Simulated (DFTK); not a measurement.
Runs of DFTK 0.8.2 on TiC. Symmetry: Fm-3m, No. 225, cubic system. Conventional cell: a = 4.331 Å, b = 4.331 Å, c = 4.331 Å, α = 90.00°, β = 90.00°, γ = 90.00°. Around Ti (site symmetry m-3m) lie 6 C at 2.17 Å. C (site symmetry m-3m) is surrounded by 6 Ti at 2.17 Å. The cell is a database's computed one.

```tsv
task	level	potentials or basis	cell	k mesh	cutoff (eV)	SCF tolerance on the density	symmetries used	mesh quality	gap on the mesh (eV)	pressure (GPa)	V0 of scaled cells (Å³/atom)	B0 (GPa)
single point	PBEsol	dojo.nc.sr.pbesol.v0_4_1.standard.upf (PBEsol)	as given	11 × 11 × 11	1143	1e-06	-	not flagged	none	-6.5	-	-
equation of state	PBEsol	dojo.nc.sr.pbesol.v0_4_1.standard.upf (PBEsol)	as given	11 × 11 × 11	1143	1e-06	-	not flagged	-	-	9.90	268
equation of state	LDA	dojo.nc.sr.lda.v0_4_1.standard.upf (LDA)	as given	7 × 7 × 7	1143	1e-06	-	not flagged	-	-	(a)	282
equation of state	PBEsol	PseudoDojo 0.4 stringent (PBEsol)	as given	7 × 7 × 7	1143	1e-06	-	not flagged	-	-	9.90	(b)
band structure	PBEsol	SPMS 1.0 (PBE)	as given	11 × 11 × 11	1225	1e-06	-	not flagged	none	-6.4	-	-
single point	PBEsol	dojo.nc.sr.pbesol.v0_4_1.standard.upf (PBEsol)	atoms moved at random, drawn with an rms of 0.05 Å	11 × 11 × 11	1143	1e-06	-	not flagged	none	-6.1	-	-
```

Alike in all rows: no spin polarisation; smearing fermi-dirac 0.05 eV.

Task: Fill in the values left out.

Result: (a) 9.68; (b) 267.

Caveats: the potentials were made for another functional, which shifts forces and pressure (some runs).

A gap of «none» marks a metal or a gap under the smearing width.

Runs at the PBE level aren't shown here.
